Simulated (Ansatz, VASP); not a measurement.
One calculation of CaSe, two programs

```
Ca Se
1.0
     0.00000    3.30000    3.54750
     3.30000    0.00000    3.54750
     3.30000    3.30000    0.00000
Ca Se
1 1
Direct
  0.00000 0.00000 0.00000
  0.75000 0.75000 0.75000
```

Change from the starting cell: strain +0.0750 x Voigt [0, 0, 1, 0, 0, 0], atoms carried along.

Alike in both runs: task single point; functional PBEsol; k mesh 6 × 6 × 6; occupations gaussian, width 0.05 eV; no spin polarisation.

```csv
,VASP,Ansatz
version,VASP 6.6.1,Ansatz 0.2.0
potentials or method,"VASP PAW PBE potentials, release 64 (Ca_sv, Se)","scalar-relativistic, plane waves, PAW"
plane-wave cutoff (eV),520,420
valence electrons in the cell,16,26
```

|  | VASP | Ansatz | Ansatz less VASP |
| --- | --- | --- | --- |
| gap on the k mesh at the Fermi level (eV) | 2.67 | 2.67 | -0.001 |
| least direct gap on the mesh (eV) | 2.80 | 2.79 | -0.002 |
| pressure (GPa) | -3.2 | -3.3 | -0.08 |
| largest component of the traceless stress (GPa) | 0.58 | 0.59 | +0.009 |

The functional is the same, so the differences come from potentials, cutoffs and numerics. The two sets of potentials don't hold the same shells in valence.

Caveats: the PAW data sets were made with another functional, which shifts forces and pressure a little (VASP). A k mesh can miss the band edges.
